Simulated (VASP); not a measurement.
# Mo (Im-3m) in VASP: notebook, part 2 of 2

VASP 6.6.1. The steps go on from the part before.

## (3) Relaxation of cell and atoms, PBEsol

This run uses another cell than the first one, of 15.35 Å³/atom, 0.985 times its volume.

INCAR

```
SYSTEM = Mo
  ALGO = Normal
  EDIFF = 1E-7
  EDIFFG = -0.005
  ENCUT = 600
  GGA = PS
  IBRION = 2
  ISIF = 3
  ISMEAR = 1
  LASPH = .True.
  LCHARG = .False.
  LREAL = .False.
  LWAVE = .False.
  NELM = 80
  NSW = 90
  PREC = Accurate
  SIGMA = 0.1
```

KPOINTS

```
k-points
0
Gamma
  16 16 16
  0 0 0
```

POSCAR

```
Mo                                      
1.0
   -1.5654746322      1.5654746322      1.5654746322
    1.5654746322     -1.5654746322      1.5654746322
    1.5654746322      1.5654746322     -1.5654746322
  Mo            
     1
Direct
     0.0000000000000000    0.0000000000000000    0.0000000000000000
```

Potentials or basis: VASP PAW PBE potentials, release 64 (Mo_sv).

The run is started by

```sh
$ cat potpaw_PBE.64/Mo_sv/POTCAR > POTCAR
$ mpirun -np 1 vasp_std > vasp.out
```

OUTCAR:

```text
SYSTEM = Mo
   EDIFF = 1E-7
   EDIFFG = -0.005
   ENCUT = 600
   GGA = PS
   IBRION = 2
   ISIF = 3
   ISMEAR = 1
   LASPH = .True.
   LREAL = .False.
   NELM = 80
   NSW = 90
   PREC = Accurate

 ion  position               nearest neighbor table
   1  0.000  0.000  0.000-

  LATTYP: Found a body centered cubic cell.
 ALAT       =     3.1309492644

  Lattice vectors:

 A1 = (  -1.5654746322,   1.5654746322,   1.5654746322)
 A2 = (   1.5654746322,  -1.5654746322,   1.5654746322)
 A3 = (   1.5654746322,   1.5654746322,  -1.5654746322)

Analysis of symmetry for initial positions (statically):
=====================================================================
 Subroutine PRICEL returns:
 Original cell was already a primitive cell.

 Routine SETGRP: Setting up the symmetry group for a
 body centered cubic supercell.

 Subroutine GETGRP returns: Found 48 space group operations
 (whereof 48 operations were pure point group operations)
 out of a pool of 48 trial point group operations.

The static configuration has the point symmetry O_h .

Analysis of symmetry for dynamics (positions and initial velocities):
=====================================================================
 Subroutine PRICEL returns:
 Original cell was already a primitive cell.

 Routine SETGRP: Setting up the symmetry group for a
 body centered cubic supercell.

 Subroutine GETGRP returns: Found 48 space group operations
 (whereof 48 operations were pure point group operations)
 out of a pool of 48 trial point group operations.

The dynamic configuration has the point symmetry O_h .

 Subroutine INISYM returns: Found 48 space group operations
 (whereof 48 operations are pure point group operations),
 and found     1 'primitive' translations
[... 130 lines left out ...]
 NGX is ok and might be reduce to    24
   NGX = 11   NGY = 11   NGZ = 11

--------------------------------------- Ionic step        1  -------------------------------------------

 number of electron      14.0000001 magnetization

 Free energy of the ion-electron system (eV)
  ---------------------------------------------------
  ext. energy  EPLUGINS =         0.00000000
  ---------------------------------------------------
  free energy    TOTEN  =       -11.78336325 eV

  energy without entropy =      -11.78389137  energy(sigma->0) =      -11.78353929

------------------------ aborting loop because EDIFF is reached ----------------------------------------

  FORCE on cell =-STRESS in cart. coord.  units (eV):
  Direction    XX          YY          ZZ          XY          YZ          ZX
  --------------------------------------------------------------------------------------
  -------------------------------------------------------------------------------------
  Total       -0.0074514     -0.0074514     -0.0074514      0.0000000     -0.0000000      0.0000000
  in kB       -0.7779445     -0.7779445     -0.7779445      0.0000000     -0.0000000      0.0000000
  external PRESSURE =      -0.7779445 kB  Pullay stress =       0.0000000 kB
[... 57 lines left out ...]
--------------------------------------- Ionic step        3  -------------------------------------------

 number of electron      14.0000001 magnetization

 Free energy of the ion-electron system (eV)
  ---------------------------------------------------
  ext. energy  EPLUGINS =         0.00000000
  ---------------------------------------------------
  free energy    TOTEN  =       -11.78336433 eV

  energy without entropy =      -11.78389139  energy(sigma->0) =      -11.78354001

 E-fermi :  12.7788     XC(G=0): -13.6334

 val. band max:       12.7576549507   @ k =  -0.1875   0.1875   0.0625
 cond. band min:      12.7865056735   @ k =   0.3750   0.0000   0.0000
 fundamental gap:      0.0288507228
 Fermi energy:        12.7787729132

 k-point     1 :       0.0000    0.0000    0.0000
  band No.  band energies     occupation
      1     -48.4205      2.00000
      2     -21.6641      2.00000
      3     -21.6641      2.00000
      4     -21.6641      2.00000
      5       5.4217      2.00000
      6      11.3699      2.00000
      7      11.3699      2.00000
      8      11.3699      2.00000
      9      14.4528     -0.00000
     10      14.4528     -0.00000
     11      27.6031      0.00000
[... 309 lines left out ...]
 k-point    24 :       0.2500    0.1875    0.0000
  band No.  band energies     occupation
      1     -48.1666      2.00000
      2     -22.8385      2.00000
      3     -22.1503      2.00000
      4     -21.7941      2.00000
      5       8.4943      2.00000
      6       9.7687      2.00000
      7      10.9320      2.00000
      8      13.8766     -0.00000
      9      15.2516      0.00000
     10      17.5366      0.00000
     11      26.1537      0.00000

 [... further k-points ...]

------------------------ aborting loop because EDIFF is reached ----------------------------------------

  FORCE on cell =-STRESS in cart. coord.  units (eV):
  Direction    XX          YY          ZZ          XY          YZ          ZX
  --------------------------------------------------------------------------------------
  -------------------------------------------------------------------------------------
  Total        0.0000672      0.0000672      0.0000672      0.0000000     -0.0000000      0.0000000
  in kB        0.0070209      0.0070209      0.0070209      0.0000000     -0.0000000      0.0000000
  external PRESSURE =       0.0070209 kB  Pullay stress =       0.0000000 kB
[... 16 lines left out ...]
  FREE ENERGIE OF THE ION-ELECTRON SYSTEM (eV)
  ---------------------------------------------------
  free  energy   TOTEN  =       -11.7833643257 eV

  energy  without entropy=      -11.7838913863  energy(sigma->0) =      -11.78354001

 reached required accuracy - stopping structural energy minimisation
```

It took 15 s on 1 thread of Intel Xeon 6975P-C (Granite Rapids), shared host; peak memory 0.16 GiB.

Results:

| Property | Result |
| --- | --- |
| Free energy | -11.7834 eV |
| Relaxed volume | 15.34 Å³/atom |
| Relaxed cell | a = 2.711 Å, b = 2.711 Å, c = 2.711 Å, α = 109.47°, β = 109.47°, γ = 109.47° |
| Space group after relaxing (to 0.05 Å) | Im-3m (No. 229) |
| Energy gained by relaxing | 0.0 meV/atom |
| Ionic steps | 3 |
| Pressure after relaxing | 0.0 GPa |
| Band gap on the k mesh | none (metal or under the smearing width) |

Final structure:
```
CELL_PARAMETERS angstrom
-1.56533 1.56533 1.56533
1.56533 -1.56533 1.56533
1.56533 1.56533 -1.56533
ATOMIC_POSITIONS crystal
Mo 0.00000 0.00000 0.00000
```

Caveat: the PAW data sets were made with another functional, which shifts forces and pressure a little.

## (4) Relaxation of the atoms, PBEsol (a relaxed cell with its volume scaled by 0.94)

INCAR

```
SYSTEM = Mo
  ALGO = Fast
  EDIFF = 1E-7
  EDIFFG = -0.01
  ENCUT = 600
  GGA = PS
  IBRION = 2
  ISIF = 2
  ISMEAR = 1
  LASPH = .True.
  LCHARG = .False.
  LREAL = .False.
  LWAVE = .False.
  NELM = 80
  NSW = 40
  PREC = Accurate
  SIGMA = 0.1
```

KPOINTS is that of step 3.

POSCAR

```
Mo                                      
1.0
   -1.5333746694      1.5333746694      1.5333746694
    1.5333746694     -1.5333746694      1.5333746694
    1.5333746694      1.5333746694     -1.5333746694
  Mo            
     1
Direct
     0.0000000000000000    0.0000000000000000    0.0000000000000000
```

The run is started by

```sh
$ cat potpaw_PBE.64/Mo_sv/POTCAR > POTCAR
$ mpirun -np 1 vasp_std > vasp.out
```

It took 11 s on 1 thread of Intel Xeon 6975P-C (Granite Rapids), shared host; peak memory 0.16 GiB.

The run converged. Its results:

* Free energy: -11.7283 eV
* Pressure after relaxing: 19.8 GPa
* Band gap on the k mesh: none (metal or under the smearing width)

Final structure:
```xyz
1
Lattice="-1.5334 1.5334 1.5334 1.5334 -1.5334 1.5334 1.5334 1.5334 -1.5334" Properties=species:S:1:pos:R:3 pbc="T T T"
Mo    0.0000    0.0000    0.0000
```

Levels at points of the mesh, in eV from the Fermi level:
```csv
k point,band 4,band 5,band 6,band 7,band 8,band 9,band 10,band 11
"(0.00, 0.00, 0.00)",-34.32,-7.57,-1.56,-1.56,-1.56,1.76,1.76,14.88
"(0.50, 0.00, 0.00)",-34.34,-5.89,-3.85,1.85,1.92,2.55,5.35,12.05
"(0.50, 0.50, 0.50)",-35.56,-6.16,-6.16,4.46,4.46,4.46,9.64,9.64
```

Caveat: the relaxation stopped at its first step, so nothing moved; the PAW data sets were made with another functional, which shifts forces and pressure a little.
